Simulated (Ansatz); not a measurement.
The cell is NaH in the zincblende structure; cell and atoms were relaxed with r2SCAN. It is cubic, F-43m (No. 216); a = 5.194 Å in the conventional setting, 17.51 Å³ an atom. Around Na lie 4 H at 2.25 Å; around H lie 4 Na at 2.25 Å.

```yaml
crystal:
  lattice:
    - [0.00000, 2.59692, 2.59692]
    - [2.59692, 0.00000, 2.59692]
    - [2.59692, 2.59692, 0.00000]
  atoms:
    - { symbol: Na, position: [0.00000, 0.00000, 0.00000] }
    - { symbol: H, position: [0.25000, 0.25000, 0.25000] }
```

5 runs of the PAW code Ansatz on this cell differ in the functional (and in the settings that go with it). Levels are in eV from each run's valence top; v1 is the last filled band, c1 the first empty one.

Run A, mean stress -0.1 GPa (compression positive):

| point | v2 | v1 | c1 | c2 |
| --- | --- | --- | --- | --- |
| Γ | -23.51 | -2.93 | 9.55 | 14.72 |
| X | -23.52 | -0.08 | 6.20 | 8.59 |
| U | -23.52 | -0.08 | 6.42 | 7.23 |
| L | -23.51 | -0.73 | 4.65 | 12.23 |

Run B, mean stress +0.2 GPa (compression positive):

| point | v2 | v1 | c1 | c2 |
| --- | --- | --- | --- | --- |
| Γ | -21.99 | -2.83 | 8.22 | 13.34 |
| X | -22.01 | -0.08 | 5.04 | 7.46 |
| U | -22.01 | -0.08 | 5.34 | 6.01 |
| L | -22.00 | -0.70 | 3.61 | 10.68 |

Run C, mean stress 0.0 GPa (compression positive):

| point | v2 | v1 | c1 | c2 |
| --- | --- | --- | --- | --- |
| Γ | -24.22 | -3.12 | 10.28 | 15.47 |
| X | -24.23 | -0.09 | 6.83 | 9.29 |
| U | -24.23 | -0.09 | 7.10 | 7.87 |
| L | -24.22 | -0.77 | 5.32 | 12.77 |

Run D, mean stress 0.0 GPa (compression positive):

| point | v2 | v1 | c1 | c2 |
| --- | --- | --- | --- | --- |
| Γ | -25.23 | -3.23 | 11.22 | 16.45 |
| X | -25.24 | -0.09 | 7.66 | 10.14 |
| U | -25.24 | -0.09 | 7.92 | 8.73 |
| L | -25.23 | -0.80 | 6.12 | 13.73 |

Run E, mean stress -1.3 GPa (compression positive):

| point | v2 | v1 | c1 | c2 |
| --- | --- | --- | --- | --- |
| Γ | -22.10 | -2.99 | 8.13 | 13.05 |
| X | -22.11 | -0.09 | 4.72 | 7.11 |
| U | -22.11 | -0.09 | 5.01 | 5.66 |
| L | -22.10 | -0.75 | 3.27 | 10.46 |

Task: Match the runs to LDA, PBE, r2SCANh, DDH-PBE0, PBE0.

Result: A is r2SCANh, B is PBE, C is PBE0, D is DDH-PBE0, E is LDA. In order of the gap: LDA 3.27, PBE 3.61, r2SCANh 4.65, PBE0 5.32, DDH-PBE0 6.12 eV.

The cell comes from a prototype generator: it can be a known phase or a hypothetical one. Spin polarisation is off.

The program warns that its thresholds are loose for a hybrid's stress.

The meshes of the hybrids are coarse, so their gaps aren't converged to the digits shown.
